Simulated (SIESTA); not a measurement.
# Si2W in SIESTA: convergence with k mesh

Input of the first run (k mesh 3 × 3 × 3); the others differ in this setting and in those tied to it:

Si2W.fdf

```
SystemName                      Si2W
SystemLabel                     Si2W
NumberOfSpecies                 2
NumberOfAtoms                   3
%block ChemicalSpeciesLabel
  1  74 W
  2  14 Si
%endblock ChemicalSpeciesLabel

LatticeConstant                 1.0 Ang
%block LatticeVectors
    -1.6069000000     1.6069000000     3.9149500000
     1.6069000000    -1.6069000000     3.9149500000
     1.6069000000     1.6069000000    -3.9149500000
%endblock LatticeVectors
AtomicCoordinatesFormat         Fractional
%block AtomicCoordinatesAndAtomicSpecies
     0.0121670000    -0.0019450000     0.0117850000  1  W
     0.6816470000     0.6532560000     0.0082920000  2  Si
     0.3346560000     0.3145310000    -0.0264480000  2  Si
%endblock AtomicCoordinatesAndAtomicSpecies

%block kgrid.MonkhorstPack
    3   0   0  0.0
    0   3   0  0.0
    0   0   3  0.0
%endblock kgrid.MonkhorstPack
XC.Functional                   GGA
XC.Authors                      PBE
PAO.BasisSize                   DZP
PAO.EnergyShift                 0.003 Ry
Mesh.Cutoff                     800 Ry
OccupationFunction              FD
ElectronicTemperature           0.05 eV
MaxSCFIterations                120
SCF.MustConverge                false
SCF.Mixer.Method                Pulay
SCF.Mixer.Weight                0.25
SCF.Mixer.History               8
SCF.DM.Tolerance                5.0e-05
SCF.H.Tolerance                 1.0e-03 eV
WriteForces                     true
Charge.Mulliken                 end
%block PAO.Basis
  W 5
  n=5 0 2
    3.045 0.000
  n=6 0 2
    7.641 0.000
  n=5 1 2
    3.655 0.000
  n=6 1 1
    7.641
  n=5 2 2
    6.655 0.000
%endblock PAO.Basis
```

Potentials or basis: PseudoDojo 0.4 standard (PBE files), DZP (energy shift 0.003 Ry; two zetas on semicore shells).

The run is started by

```console
$ siesta < Si2W.fdf > Si2W.out 2>&1
```

The cell isn't the ideal one: atoms moved at random, drawn with an rms of 0.05 Å.

Hardware: 1 thread of Arm Neoverse V1 (shared host).

```csv
k mesh,"energy less the tightest run, at zero smearing (meV/atom)",pressure (GPa),largest force (eV/Å),SCF cycles,CPU time (s),peak memory (GiB)
3 × 3 × 3,145.48,7.93,1.122,11,130,0.43
5 × 5 × 5,7.92,5.57,1.078,9,120,0.43
7 × 7 × 7,-0.53,5.46,1.037,10,140,0.43
8 × 8 × 8,-0.91,5.46,1.026,9,140,0.43
10 × 10 × 10,0.32,5.49,1.018,9,160,0.43
12 × 12 × 12,0.45,5.49,1.043,9,200,0.43
15 × 15 × 15,0.00,5.49,1.038,10,280,0.43
```

Against the tightest run, the energy stays within 1 meV/atom from 7 × 7 × 7 on; the pressure stays within 0.1 GPa from 5 × 5 × 5 on; the largest force stays within 0.005 eV/Å from 12 × 12 × 12 on. Meshes of other sizes hit other points, so gaps and Fermi surfaces needn't settle smoothly. The tightest run that finished is the yardstick and may itself not be fully converged.

Caveat, for the tightest run too: short orbitals over semicore shells can move pressures by several GPa; the basis of atomic orbitals isn't converged, which shifts pressures, moduli and gaps. The run has no spin-orbit coupling, so splittings on W are missing.
